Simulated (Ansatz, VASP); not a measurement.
**Two plane-wave programs on AlCu3**

```
Al Cu
1.0
     3.63738    0.00000    0.00000
     0.00000    3.63738    0.00000
     0.00000    0.00000    3.63738
Al Cu
1 3
Cartesian
  0.0000 0.0000 0.0000
  1.8187 1.8187 0.0000
  1.8187 0.0000 1.8187
  0.0000 1.8187 1.8187
```

The cell comes from a database or a generator and needn't be the stable form of this composition.

Alike in both runs: task single point; functional r2SCAN; k mesh 6 × 6 × 6; occupations gaussian, width 0.1 eV; no spin polarisation.

|  | VASP | Ansatz |
| --- | --- | --- |
| version | VASP 6.6.1 | Ansatz 0.2.0 |
| potentials or method | VASP PAW PBE potentials, release 64 (Al, Cu) | scalar-relativistic, plane waves, PAW |
| plane-wave cutoff (eV) | 520 | 500 |
| valence electrons in the cell | 36 | 60 |

```csv
,VASP,Ansatz,Ansatz less VASP
gap on the k mesh at the Fermi level (eV),none,none,-
pressure (GPa),0.8,0.5,-0.30
```

A gap of «none» marks a metal or a gap that the smearing closes. The two sets of potentials don't hold the same shells in valence.

Caveats: the PAW data sets were made with another functional, which shifts forces and pressure a little (VASP).
